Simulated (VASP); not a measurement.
A run of VASP 6.6.1:

INCAR

```
SYSTEM = NiO
PREC = Accurate ; ENCUT = 520
EDIFF = 1E-7 ; ISMEAR = 0
SIGMA = 0.02 ; LREAL = .False.
LASPH = .True. ; NELM = 100
ALGO = Normal ; ISIF = 4
LWAVE = .False. ; LCHARG = .False.
ISPIN = 2 ; MAGMOM = 2 -2 0 0
LORBIT = 11 ; LMAXMIX = 4
LDAU = .True. ; LDAUTYPE = 2
LDAUL = 2 -1 ; LDAUU = 6.2 0
LDAUJ = 0 0 ; LDAUPRINT = 1
GGA = PE ; IBRION = 2
NSW = 80 ; EDIFFG = -0.002
```

KPOINTS

```
Automatic mesh
0
Gamma
  12 12 12
  0 0 0
```

The input POSCAR:

```
NiO                                     
1.0
   -0.0000000000      1.7581422365      4.9666149801
   -1.5225958398     -0.8790711183      4.9666149801
    1.5225958398     -0.8790711183      4.9666149801
  Ni              O             
     2     2
Direct
     0.5000000000000000    0.5000000000000000    0.5000000000000000
     0.0000000000000000    0.0000000000000000    0.0000000000000000
     0.2500000000000000    0.2500000000000000    0.2500000000000000
     0.7500000000000000    0.7500000000000000    0.7500000000000000
```

Potentials or basis: VASP PAW PBE potentials, release 64 (Ni, O).

Command:

```console
$ cat potpaw_PBE.64/Ni/POTCAR potpaw_PBE.64/O/POTCAR > POTCAR
$ mpirun -np 1 vasp_std > vasp.out
```

Hardware: 1 thread of Intel(R) Xeon(R) 6975P-C (Granite Rapids), on a shared host.

Q: How long does it take, and how much memory?

A: Run time: 9.7 min on 1 thread of Intel(R) Xeon(R) 6975P-C (Granite Rapids), on a shared host, peak memory 0.46 GiB. Counts: scf iterations 30, k points 189, ion steps 3.
